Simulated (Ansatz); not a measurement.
# Pressure against volume: TaN

Space group P6_3/mmc (No. 194). a = 3.048 Å, b = 3.048 Å, c = 4.918 Å, α = 90.00°, β = 90.00°, γ = 120.00°
```
atom  site  symmetry       x       y       z
  Ta    2a      -3m.  0.0000  0.0000  0.0000
   N    2c      -6m2  0.3333  0.6667  0.2500
```

The runs use the primitive cell with vectors (3.048, 0.000, 0.000), (-1.524, 2.640, 0.000), (0.000, 0.000, 4.918) Å, to which the k mesh refers.

The cell comes from COD entry 1523630, which wasn't checked; take it as a given geometry.

No spin–orbit coupling, which matters for the heavy atoms here.

Methods: DFT, PBEsol, all-electron LAPW, scalar-relativistic (Ansatz 0.2.0); DFT, PBEsol, PAW with Ansatz's default frozen-core files, scalar-relativistic (Ansatz 0.2.0).

For LAPW: a Γ-centred 9×9×5 k mesh, Fermi–Dirac smearing of 0.01 eV, basis error target 0.5 meV/atom, no spin polarisation. PAW takes a cutoff of 420 eV at this cell (files made with PBE, cores remade for this functional). The Ansatz runs share mesh, smearing and spin set-up. Plane-wave (PAW) pressures include the program's estimate of the Pulay term.

The cell above is scaled evenly, with fractional coordinates and shape held.

```tsv
V/V(cell)	V (Å³/atom)	P, LAPW (GPa)	P, PAW (GPa)	free energy over the lowest listed, PAW (meV/atom)
0.9400	9.299	83.51	84.63	371.0
0.9600	9.496	70.49	71.41	274.8
0.9800	9.694	58.68	59.44	194.1
0.9900	9.793	53.20	53.88	159.2
1.0000	9.892	47.97	48.58	127.5
1.0100	9.991	42.98	43.52	99.1
1.0200	10.090	38.22	38.69	73.8
1.0400	10.288	29.35	29.72	31.6
1.0600	10.486	21.29	21.56	0.0
```
